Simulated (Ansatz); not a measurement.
# Al16Cu: the cost of one run

Computed with Ansatz 0.2.0 (DFT PBE+D3(BJ), scalar-relativistic, plane waves, PAW, unless a step's input says otherwise).

3 further runs of the same task are left out: 1 that didn't finish, 2 set aside as unsound or not needed.

## 1. Starting point

The structure is cubic, space group Fm-3m (No. 225). Conventional cell: a = 3.982 Å, b = 3.982 Å, c = 3.982 Å, α = 90.00°, β = 90.00°, γ = 90.00°. Al (site symmetry m-3m) is surrounded by 12 Al at 2.82 Å.

As a file:

```cif
data_structure
_symmetry_space_group_name_H-M 'Fm-3m'
_symmetry_Int_Tables_number 225
_cell_length_a 3.9820
_cell_length_b 3.9820
_cell_length_c 3.9820
_cell_angle_alpha 90.000
_cell_angle_beta 90.000
_cell_angle_gamma 90.000
_cell_volume 63.14
loop_
_atom_site_label
_atom_site_type_symbol
_atom_site_symmetry_multiplicity
_atom_site_Wyckoff_symbol
_atom_site_fract_x
_atom_site_fract_y
_atom_site_fract_z
_atom_site_occupancy
Al1 Al 4 a 0.00000 0.00000 0.00000 1
```

It is the result of an earlier relaxation at this level (volume 15.79 Å³/atom; gap on the mesh: none (metal)).

## 4. Setting up the map

Atoms count from 1 in the order of the input.

Cu is moved over the surface cell at a fixed height above a rigid substrate; the origin of the map has the adsorbate above Al13; the height is held at 2.20 Å.

First coordinate, position of Cu17 along the first surface vector, from above Al13: 4 values from 0.00 to 0.75, periodic. Second coordinate, position of Cu17 along the second surface vector, from above Al13: 4 values from 0.00 to 0.75, periodic.

Nothing else is relaxed. Points are written as (first, second).

The two vectors of the plane (Å): (2.816, 0.000, 0.000); (0.000, 3.982, 0.000).

(The set-up runs are not shown.)

## 5. Point (0/4, 0/4) of the map's two axes

Contents of input.yaml:

```yaml
crystal:
  lattice:
    - [5.6314608543, 0.0, 0.0]
    - [0.0, 7.9640883162, 0.0]
    - [0.0, 0.0, 21.3288851192]
  atoms:
    - { symbol: Al, position: [0.25, 0.25, 0.1875391038] }
    - { symbol: Al, position: [0.25, 0.75, 0.1875391038] }
    - { symbol: Al, position: [0.75, 0.25, 0.1875391038] }
    - { symbol: Al, position: [0.75, 0.75, 0.1875391038] }
    - { symbol: Al, position: [0.0, 0.0, 0.2535465489] }
    - { symbol: Al, position: [0.0, 0.5, 0.2535465489] }
    - { symbol: Al, position: [0.5, 0.0, 0.2535465489] }
    - { symbol: Al, position: [0.5, 0.5, 0.2535465489] }
    - { symbol: Al, position: [0.25, 0.25, 0.3225569796] }
    - { symbol: Al, position: [0.25, 0.75, 0.3225569796] }
    - { symbol: Al, position: [0.75, 0.25, 0.3225569796] }
    - { symbol: Al, position: [0.75, 0.75, 0.3225569796] }
    - { symbol: Al, position: [0.0, 0.0, 0.3858094351] }
    - { symbol: Al, position: [0.0, 0.5, 0.3858094351] }
    - { symbol: Al, position: [0.5, 0.0, 0.3858094351] }
    - { symbol: Al, position: [0.5, 0.5, 0.3858094351] }
    - { symbol: Cu, position: [0.0, 0.0, 0.4889559422] }
basis:
  ecutwfc: 420
kpoints:
  mp_grid: { grid: [5, 4, 1] }
hamiltonian:
  xc: pbe
  pseudopotentials: { kind: paw, azcp: { folder: soft_1 } }
  dispersion: d3bj
scf:
  occupations: { method: gaussian, width: 0.1 }
output:
  forces: true
  eigenvalues: true
efield:
  axis: 3
  dipole_correction: true
  ramp_width: 0.04
```

Started as:

```
> ansatz run input.yaml --threads 1 --pin off --max-ram 3072MiB --backend cpu --events-out ev --progress --plain --runs-dir out
```

Q: Estimate wall time and peak memory on 1 thread of Arm Neoverse V2, shared host.

About 43 s, with a peak of 0.89 GiB.
